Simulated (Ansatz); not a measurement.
**The equilibrium volume of InSe, sorted by core time**

```xyz
8
Lattice="4.0500 0.0000 0.0000 -2.0250 3.5074 0.0000 0.0000 0.0000 16.9300" Properties=species:S:1:pos:R:3 pbc="T T T"
In    2.0250    1.1691   14.2720
In    0.0000    2.3383    5.8070
In    2.0250    1.1691   11.1230
In    0.0000    2.3383    2.6580
Se    2.0250    1.1691    6.7381
Se    0.0000    2.3383   15.2031
Se    2.0250    1.1691    1.7269
Se    0.0000    2.3383   10.1919
```

| rung | level | program and potentials | cutoff (eV) | k mesh | smearing | core time | chip | equilibrium volume (Å³/atom) | notes |
| --- | --- | --- | --- | --- | --- | --- | --- | --- | --- |
| GGA | PBEsol | Ansatz, Ansatz PAW | 420 | 8 × 8 × 2 | fermi-dirac 0.05 | 2.1 min | Arm Neoverse V2 | 29.53 | potentials made for PBE, which Ansatz adapts in part |
| GGA | PBE | Ansatz, Ansatz PAW | 420 | 8 × 8 × 2 | fermi-dirac 0.05 | 3.3 min | Arm Neoverse V1 | 33.50 | - |
| LDA | LDA | Ansatz, Ansatz PAW | 420 | 8 × 8 × 2 | fermi-dirac 0.05 | 4.4 min | Intel Xeon Skylake/Cascade Lake | 28.04 | potentials made for PBE, which Ansatz adapts in part |
| meta-GGA | r2SCAN | Ansatz, Ansatz PAW | 500 | 8 × 8 × 2 | fermi-dirac 0.05 | 7.7 min | Intel Xeon Skylake/Cascade Lake | 30.85 | potentials made for PBE, which Ansatz adapts in part |

Times are single runs on shared hosts and different chips, so they are rough; meshes, cutoffs and the tasks' sizes weigh on the time. Task: relaxation of cell and atoms. All rows: no spin polarisation. Smearing widths are in eV. For a metal such meshes aren't converged. Meshes are those of the run's cell of 8 atoms unless a note names another. Relaxations start from the cell shown or near it and stop with a little pressure left. Runs on faulty files, with rough fits or with known faults for this quantity aren't shown. No row holds spin-orbit coupling.

By rung: LDA 28.04; GGA 29.53 to 33.50; meta-GGA 30.85 (Å³/atom).
